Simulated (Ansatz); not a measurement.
# Co (P6_3/mmc) in Ansatz: further runs

One crystal, Co, is run at these levels: revPBE; tasks: single point, equation of state.

Program: Ansatz 0.2.0. These are calculated values, not measurements. Logs are shortened: lines on timing, memory, paths and dates and some standing lists are left out, and cuts for length are marked.

**1. Starting point**

Symmetry: P6_3/mmc, No. 194, hexagonal system. Conventional cell: a = 2.471 Å, b = 2.471 Å, c = 8.088 Å, α = 90.00°, β = 90.00°, γ = 120.00°. Around Co (site symmetry -6m2) lie 12 Co at 2.47 Å. Co (site symmetry -3m) is surrounded by 12 Co at 2.47 Å.

**2. Single point, revPBE, collinear spin, ferromagnetic start, 10.05 Å³/atom (volume scaled by 0.94)**

The input, input.yaml:

```yaml
crystal:
  lattice:
    - [2.4201280013, 0.0, 0.0]
    - [-1.2100640007, 2.0958923296, 0.0]
    - [0.0, 0.0, 7.9231214745]
  atoms:
    - { symbol: Co, position: [0.6666666667, 0.3333333333, 0.75], spin: 2.0 }
    - { symbol: Co, position: [0.0, 0.0, 0.5], spin: 2.0 }
    - { symbol: Co, position: [0.3333333333, 0.6666666667, 0.25], spin: 2.0 }
    - { symbol: Co, position: [0.0, 0.0, 0.0], spin: 2.0 }
hamiltonian:
  xc: revpbe
  pseudopotentials: { kind: paw }
magnetization:
  spin_polarized: true
kpoints:
  mp_grid: { grid: [12, 12, 4] }
scf:
  occupations: { method: fermi_dirac, width: 0.05 }
output:
  forces: true
  stress: true
  eigenvalues: true
  write_density: true
  write_potential: true
  elf: true
  volumetric_format: npy
```

Potentials or basis: Ansatz PAW.

Launch:

```bash
> ansatz run input.yaml --threads 2 --pin off --max-ram 5120MiB --backend cpu --events-out ev --progress --plain --runs-dir out
```

The log of the run:

```text
Warning: RAYON_NUM_THREADS=2 ignored (pool sized by the plan → 2); use --threads N
Engine: ansatz 0.2.0, aarch64-unknown-linux-gnu
Pseudopotentials: kind: paw
Pseudopotential: Co, paw, valence charge 17, recommended cutoff 420 eV (normal), Co.paw.azcp
Functional definition: revPBE
  parameter kappa = 1.245
  parameter beta = 0.06672455060314922
  exchange = pbe_x(kappa = kappa, mu = beta*pi^2/3)
  correlation = pbe_c(beta = beta)
Crystal: 4 atoms, lattice volume = 40.189 Å³
Basis set: ecut = 420 eV, 741 PW (Γ), exchange–correlation on 36×36×108 points (8 copies of the dense FFT grid, shifted against one another)
Bands: 46, of which v1, the nominal top of the filled ones, is band 34 counted from 1 (33 counted from 0)
Symmetry: 24 space group operations
Space group: P63/mmc (ITA 194), of the structure as read, at distance tolerance 3.4e-5 Å
Magnetic group: BNS 194.263 (UNI 1493), of the structure as read, at distance tolerance 3.4e-5 Å
k-points: 57 of 576
Non-local potential: Co, projectors of the file, l = 0: 3, l = 1: 2, l = 2: 3, l = 3: 1
PAW form: soft (Blöchl's): semilocal exchange-correlation on the pseudo side does not see the compensation charge
PAW frozen core: Co, regenerated for the run's functional, and the local potential with it (the file was generated under x = pbe(κ = 0.804, μ = 0.2195149727645171), c = pbe(β = 0.06672455060314922))
PAW one-centre angular grid: Co, 590 points (default); XC on 64 Gauss nodes
Initial density: superposition of atomic densities (chi_scale 0.1, normalization cell)
Starting moments: Σ|m| = 8 μB on 4 of 4 sites
Initial wavefunctions: pseudopotential atomic-orbital guess
Functional: x = revpbe(κ = 1.245, μ = 0.2195149727645171), c = pbe(β = 0.06672455060314922)
SCF iter   1: F=—  HF=-20516.596057 eV  |F-HF|=—  |Δ(HF+E_count)|=         —  Δρ=8.31e-2 (↑7.10e-2 ↓8.31e-2)  dr2=5.31e0  dr2_m=1.06e-1  M=6.796 μB ∫|m|=7.037 μB  β_m=0.30  ethr=3.10e-3  ⟨swp⟩=5.8  Hψ=17605  notcnv=0  defer=10
Mixer restart at iter 1: flushing history
preconditioner: auto → none  [metal: Δε(μ)=0.004 eV  Ē_g=9.730 eV  σ=0.050 eV  W_gap=0.02  n_scr=6 (ndim 8)  ℏωp=35.1 eV  f_vac=0.000  D(μ)=3.42/eV (n_scr^D=50)  sad-step TF]
SCF iter   2: F=—  HF=-20515.018382 eV  |F-HF|=—  |Δ(HF+E_count)|=    1.58e0  Δρ=3.23e-2 (↑1.37e-2 ↓3.23e-2)  dr2=3.93e-1  dr2_m=1.07e-1  M=6.895 μB ∫|m|=7.216 μB  β_m=0.35  ethr=3.10e-3  ⟨swp⟩=2.4  Hψ=8674  notcnv=0  defer=434
SCF iter   3: F=—  HF=-20516.350219 eV  |F-HF|=—  |Δ(HF+E_count)|=    1.33e0  Δρ=1.76e-2 (↑1.76e-2 ↓9.93e-3)  dr2=4.76e-2  dr2_m=3.75e-2  M=6.767 μB ∫|m|=7.174 μB  β_m=0.51  ethr=5.77e-4  ⟨swp⟩=2.1  Hψ=6881  notcnv=0  defer=435
SCF iter   4: F=—  HF=-20517.640596 eV  |F-HF|=—  |Δ(HF+E_count)|=    1.29e0  Δρ=1.62e-2 (↑1.62e-2 ↓1.26e-2)  dr2=1.57e-1  dr2_m=8.22e-3  M=6.625 μB ∫|m|=7.100 μB  β_m=0.76  ethr=6.99e-5  ⟨swp⟩=3.0  Hψ=9422  notcnv=0  defer=436
[... 12 lines left out ...]
Magnetization: 6.3341 μB (37.1671 up, 30.8329 down)
Absolute magnetization: 6.9190 μB (∫|ρ↑−ρ↓|, with the PAW one-centre terms)
Spin contamination: 0.0964 ħ² per cell (⟨S²⟩ above its minimum at these occupations)
Per-site moments (μB) at R_I (Å): [(1.6628534749208501, 0.9983028005515256), (1.6387007872266466, 0.9983028005515256), (1.6628534749208506, 0.9983028005515256), (1.6387007872266481, 0.9983028005515256)]
Free energy (F): -20518.218608 eV
Harris-Foulkes:  -20518.218608 eV  (|F-HF|=1.51e-8)
Internal energy: -20518.184759 eV  (E = F + TS)
E sigma→0 (E₀):  -20518.201683 eV
Entropy (-TS):   -0.033849 eV (-8.462 meV/atom)
Fermi energy:    20.654598 eV
--- Per-component energies (eV) ---
  E_band       = -857.309663
  E_kinetic    = 1824.521147
  E_local      = -10885.980320  (includes V_loc(G=0)·N_el)
  E_nonlocal   = 1814.036142
  E_hartree    = 4585.565056
  E_xc         = -640.223465
  E_vxc        = -825.613605  (∫ρ·V_xc dr)
  E_paw        = -6075.694394  (= ΣΔE_a)
  E_vpaw       = -1955.414427  (= ΣTr[D̂ρ^β])
  E_aug_tail   = 0.000509  (compensation charges beyond the density's cutoff)
  E_ewald      = -11140.277617
  E_core_change = -0.131816  (= ΣΔE_core)
  E_smearing   = -0.033849  (= −TS)
  E_closure    = -0.000000  (closes the sum)
  Σ components = -20518.218608   (vs F -20518.218608, Δ=0.00e0)
--- Forces (eV/Å), atoms counted from 1 ---
  atom   1  Co     0.00000000    -0.00000000     0.00000000
  atom   2  Co     0.00000000     0.00000000    -0.00000000
  atom   3  Co    -0.00000000     0.00000000     0.00000000
  atom   4  Co     0.00000000    -0.00000000    -0.00000000
  max |Σ_I F_I| component: 4.63e-18 eV/Å
--- Stress (GPa, compression-positive) ---
       26.822824       0.000000       0.000000
        0.000000      26.822824       0.000000
        0.000000       0.000000      22.675968
  P = ⅓ Tr σ = 25.4405 GPa (254.405 kbar)
--- Band table (eV; the first three rows and the last of 114) ---
  k-point 0 ↑: bands = ["-75.6557", "-75.6333", "-75.5916", "-75.5691", "-39.0504", "-38.8800", "-38.7976", "-38.6634", "-38.6634", "-38.6424", "-38.6424", "-38.6240", "-38.6240", "-38.6236", "-38.6029", "-38.6029", "11.1022", "13.4155", "13.4395", "15.0184", "17.4060", "17.4423", "17.7135", "17.7135", "17.7601", "17.7601", "17.7788", "18.0318", "18.0318", "18.1155", "18.1155", "18.8002", "18.8002", "19.1609", "19.1609", "19.5090", "19.5090", "19.9449", "19.9449", "20.2127", "27.4252", "36.0395", "36.0497", "42.8856", "43.4559", "44.4727"]
  k-point 1 ↑: bands = ["-75.6532", "-75.6379", "-75.5870", "-75.5717", "-39.0350", "-38.9286", "-38.7485", "-38.6613", "-38.6613", "-38.6476", "-38.6476", "-38.6395", "-38.6188", "-38.6188", "-38.6050", "-38.6050", "11.2669", "12.5036", "14.2913", "14.9836", "17.4662", "17.7002", "17.7316", "17.7434", "17.7434", "17.7910", "17.7910", "17.9856", "17.9856", "18.0613", "18.0613", "18.8627", "18.8627", "19.1089", "19.1089", "19.5907", "19.5907", "19.6261", "19.8920", "19.8920", "28.3234", "33.1029", "39.1016", "42.9800", "43.3593", "44.1704"]
  k-point 2 ↑: bands = ["-75.6465", "-75.6465", "-75.5785", "-75.5785", "-38.9916", "-38.9916", "-38.6843", "-38.6843", "-38.6555", "-38.6555", "-38.6555", "-38.6555", "-38.6108", "-38.6108", "-38.6108", "-38.6108", "11.7486", "11.7486", "14.8054", "14.8054", "17.6083", "17.6083", "17.8087", "17.8087", "17.8087", "17.8087", "17.9637", "17.9637", "17.9637", "17.9637", "18.5148", "18.5148", "18.9918", "18.9918", "18.9918", "18.9918", "19.7536", "19.7536", "19.7536", "19.7536", "30.4345", "30.4345", "42.0451", "42.0451", "43.2288", "43.2288"]
  k-point 56 ↓: bands = ["-73.5273", "-73.5273", "-73.5172", "-73.5172", "-36.9629", "-36.9629", "-36.9348", "-36.9348", "-36.8853", "-36.8853", "-36.8670", "-36.8670", "-36.7373", "-36.7373", "-36.7211", "-36.7211", "17.4113", "17.4113", "17.5657", "17.5657", "17.5737", "17.5737", "17.6480", "17.6480", "18.7484", "18.7484", "18.8402", "18.8402", "20.2978", "20.2978", "20.8980", "20.8980", "21.6828", "21.6828", "21.7992", "21.7992", "26.6787", "26.6787", "27.2994", "27.2994", "27.9665", "27.9665", "30.8422", "30.8422", "32.8065", "32.8065"]
```

rho_z.tsv:

```text
# z_ang	rho[e/angstrom^3]	rho_spin[e/angstrom^3]
# format = ansatz-planar-average/11
# lattice	2.420128001	0.000000000	0.000000000
# lattice	-1.210064001	2.095892330	0.000000000
# lattice	0.000000000	0.000000000	7.923121475
# sites	4
# site	27	1.210064001	0.698630777	5.942341106
# site	27	0.000000000	0.000000000	3.961560737
# site	27	-0.000000000	1.397261553	1.980780369
# site	27	0.000000000	0.000000000	0.000000000
0.000000	4.473618e0	4.919283e-1
0.146724	3.791078e0	4.061743e-1
0.293449	2.419267e0	2.403314e-1
0.440173	1.324300e0	1.156484e-1
0.586898	7.327747e-1	4.782175e-2
0.733622	4.663723e-1	1.130485e-2
[... 46 lines left out ...]
7.629673	2.419267e0	2.403314e-1
7.776397	3.791078e0	4.061743e-1
```

Wall time 22 s (2 threads of Arm Neoverse N1, shared host); peak memory 0.51 GiB.

Results:

```
Free energy            : -20518.2186 eV
Pressure               : 25.4 GPa
Band gap on the k mesh : none (metal or under the smearing width)
Net moment             : 6.33 μB per cell
Absolute moment        : 6.92 μB per cell
Site moments           : Co +1.66, +1.64 μB
```

Caveat: the PAW data sets come from PBE, with cores solved anew for the run's functional, which leaves a small shift of forces and pressure.

**3. Single point, revPBE, collinear spin, ferromagnetic start, 10.26 Å³/atom (volume scaled by 0.96)**

input.yaml: that of step 2 with these lines changed.

```diff
@@ -2,5 +2,5 @@
   lattice:
-    - [2.4201280013, 0.0, 0.0]
-    - [-1.2100640007, 2.0958923296, 0.0]
-    - [0.0, 0.0, 7.9231214745]
+    - [2.4371717178, 0.0, 0.0]
+    - [-1.2185858589, 2.110652621, 0.0]
+    - [0.0, 0.0, 7.978919943]
   atoms:
@@ -23,5 +23 @@
   eigenvalues: true
-  write_density: true
-  write_potential: true
-  elf: true
-  volumetric_format: npy
```

Potentials or basis: Ansatz PAW.

Launch:

```bash
> ansatz run input.yaml --threads 2 --pin off --max-ram 5120MiB --backend cpu --events-out ev --progress --plain --runs-dir out
```

It took 18 s on 2 threads of Arm Neoverse N1, shared host; peak memory 0.51 GiB.

Results (log left out):

```
Free energy            : -20518.3382 eV
Pressure               : 19.5 GPa
Band gap on the k mesh : none (metal or under the smearing width)
Net moment             : 6.47 μB per cell
Absolute moment        : 7.07 μB per cell
Site moments           : Co +1.70, +1.67 μB
```

Caveat: the PAW data sets come from PBE, with cores solved anew for the run's functional, which leaves a small shift of forces and pressure.

**4. Single point, revPBE, collinear spin, ferromagnetic start, 10.47 Å³/atom (volume scaled by 0.98)**

input.yaml: that of step 3 with these lines changed.

```diff
@@ -2,5 +2,5 @@
   lattice:
-    - [2.4371717178, 0.0, 0.0]
-    - [-1.2185858589, 2.110652621, 0.0]
-    - [0.0, 0.0, 7.978919943]
+    - [2.4539803297, 0.0, 0.0]
+    - [-1.2269901649, 2.125209306, 0.0]
+    - [0.0, 0.0, 8.033948716]
   atoms:
```

Launch:

```bash
> ansatz run input.yaml --threads 2 --pin off --max-ram 5120MiB --backend cpu --events-out ev --progress --plain --runs-dir out
```

It took 19 s on 2 threads of Arm Neoverse N1, shared host; peak memory 0.5 GiB.

The run converged. Its results:

```yaml
Free_energy: -20518.4274 eV
Pressure: 14.0 GPa
Band_gap_on_the_k_mesh: none (metal or under the smearing width)
Net_moment: 6.57 μB per cell
Absolute_moment: 7.19 μB per cell
Site_moments: Co +1.73, +1.70 μB
```

Caveat: the PAW data sets come from PBE, with cores solved anew for the run's functional, which leaves a small shift of forces and pressure.

**5. Single point, revPBE, collinear spin, ferromagnetic start, 10.69 Å³/atom**

input.yaml: that of step 4 with these lines changed.

```diff
@@ -2,5 +2,5 @@
   lattice:
-    - [2.4539803297, 0.0, 0.0]
-    - [-1.2269901649, 2.125209306, 0.0]
-    - [0.0, 0.0, 8.033948716]
+    - [2.4705617809, 0.0, 0.0]
+    - [-1.2352808905, 2.1395692639, 0.0]
+    - [0.0, 0.0, 8.0882338]
   atoms:
```

Launch:

```bash
> ansatz run input.yaml --threads 2 --pin off --max-ram 5120MiB --backend cpu --events-out ev --progress --plain --runs-dir out
```

Run time: 19 s. Hardware: 2 threads of Arm Neoverse N1, shared host; peak memory 0.51 GiB.

The run converged. Its results:

```
Free energy            : -20518.4887 eV
Pressure               : 9.0 GPa
Band gap on the k mesh : none (metal or under the smearing width)
Net moment             : 6.65 μB per cell
Absolute moment        : 7.29 μB per cell
Site moments           : Co +1.75, +1.72 μB
```

Caveat: the PAW data sets come from PBE, with cores solved anew for the run's functional, which leaves a small shift of forces and pressure.

**6. Single point, revPBE, collinear spin, ferromagnetic start, 10.90 Å³/atom (volume scaled by 1.02)**

input.yaml: that of step 5 with these lines changed.

```diff
@@ -2,5 +2,5 @@
   lattice:
-    - [2.4705617809, 0.0, 0.0]
-    - [-1.2352808905, 2.1395692639, 0.0]
-    - [0.0, 0.0, 8.0882338]
+    - [2.486923594, 0.0, 0.0]
+    - [-1.2434617971, 2.1537390097, 0.0]
+    - [0.0, 0.0, 8.1417998233]
   atoms:
@@ -23 +23,5 @@
   eigenvalues: true
+  write_density: true
+  write_potential: true
+  elf: true
+  volumetric_format: npy
```

Potentials or basis: Ansatz PAW.

Launch:

```bash
> ansatz run input.yaml --threads 2 --pin off --max-ram 5120MiB --backend cpu --events-out ev --progress --plain --runs-dir out
```

Run time: 22 s. Hardware: 2 threads of Arm Neoverse N1, shared host; peak memory 0.51 GiB.

It converged, with:

```
Free energy            : -20518.5246 eV
Pressure               : 4.5 GPa
Band gap on the k mesh : none (metal or under the smearing width)
Net moment             : 6.71 μB per cell
Absolute moment        : 7.37 μB per cell
Site moments           : Co +1.76, +1.74 μB
```

Caveat: the PAW data sets come from PBE, with cores solved anew for the run's functional, which leaves a small shift of forces and pressure.

**7. Single point, revPBE, collinear spin, ferromagnetic start, 11.12 Å³/atom (volume scaled by 1.04)**

input.yaml: that of step 6 with these lines changed.

```diff
@@ -2,5 +2,5 @@
   lattice:
-    - [2.486923594, 0.0, 0.0]
-    - [-1.2434617971, 2.1537390097, 0.0]
-    - [0.0, 0.0, 8.1417998233]
+    - [2.503072901, 0.0, 0.0]
+    - [-1.2515364506, 2.1677247198, 0.0]
+    - [0.0, 0.0, 8.1946701348]
   atoms:
@@ -23,5 +23 @@
   eigenvalues: true
-  write_density: true
-  write_potential: true
-  elf: true
-  volumetric_format: npy
```

Launch:

```bash
> ansatz run input.yaml --threads 2 --pin off --max-ram 5120MiB --backend cpu --events-out ev --progress --plain --runs-dir out
```

Run time: 19 s. Hardware: 2 threads of Arm Neoverse N1, shared host; peak memory 0.51 GiB.

Results (log left out):

* Free energy: -20518.5378 eV
* Pressure: 0.5 GPa
* Band gap on the k mesh: none (metal or under the smearing width)
* Net moment: 6.77 μB per cell
* Absolute moment: 7.46 μB per cell
* Site moments: Co +1.78, +1.76 μB

Caveat: the PAW data sets come from PBE, with cores solved anew for the run's functional, which leaves a small shift of forces and pressure.

**8. Single point, revPBE, collinear spin, ferromagnetic start, 11.33 Å³/atom (volume scaled by 1.06)**

input.yaml: that of step 7 with these lines changed.

```diff
@@ -2,5 +2,5 @@
   lattice:
-    - [2.503072901, 0.0, 0.0]
-    - [-1.2515364506, 2.1677247198, 0.0]
-    - [0.0, 0.0, 8.1946701348]
+    - [2.5190164704, 0.0, 0.0]
+    - [-1.2595082352, 2.1815322559, 0.0]
+    - [0.0, 0.0, 8.2468668932]
   atoms:
```

Launch:

```bash
> ansatz run input.yaml --threads 2 --pin off --max-ram 5120MiB --backend cpu --events-out ev --progress --plain --runs-dir out
```

It took 20 s on 2 threads of Arm Neoverse N1, shared host; peak memory 0.51 GiB.

The run converged. Its results:

```yaml
Free_energy: -20518.5305 eV
Pressure: -3.1 GPa
Band_gap_on_the_k_mesh: none (metal or under the smearing width)
Net_moment: 6.83 μB per cell
Absolute_moment: 7.53 μB per cell
Site_moments: Co +1.79, +1.78 μB
```

Caveat: the PAW data sets come from PBE, with cores solved anew for the run's functional, which leaves a small shift of forces and pressure.

**9. Equation of state, revPBE, collinear spin, ferromagnetic start**

Potentials or basis: Ansatz PAW.

No new run: the results of the series are fitted here.

What came out:

- Equilibrium volume: 11.14 Å³/atom
- Bulk modulus at fixed shape and positions: 199 GPa
- Pressure derivative of the bulk modulus: 4.1 (rough: it moves with the points fitted)

Energy against volume, from the lowest point:
```
volume (Å³/atom)  energy (meV/atom)
          10.047              79.79
          10.261              49.90
          10.475              27.60
          10.688              12.27
          10.902               3.29
          11.116               0.00
          11.330               1.81
```

Caveat: the potentials were made for another functional, which shifts forces and pressure; the cell was scaled at fixed shape and fractional positions, which overstates the stiffness of a crystal with free parameters, most of all of layers and chains.
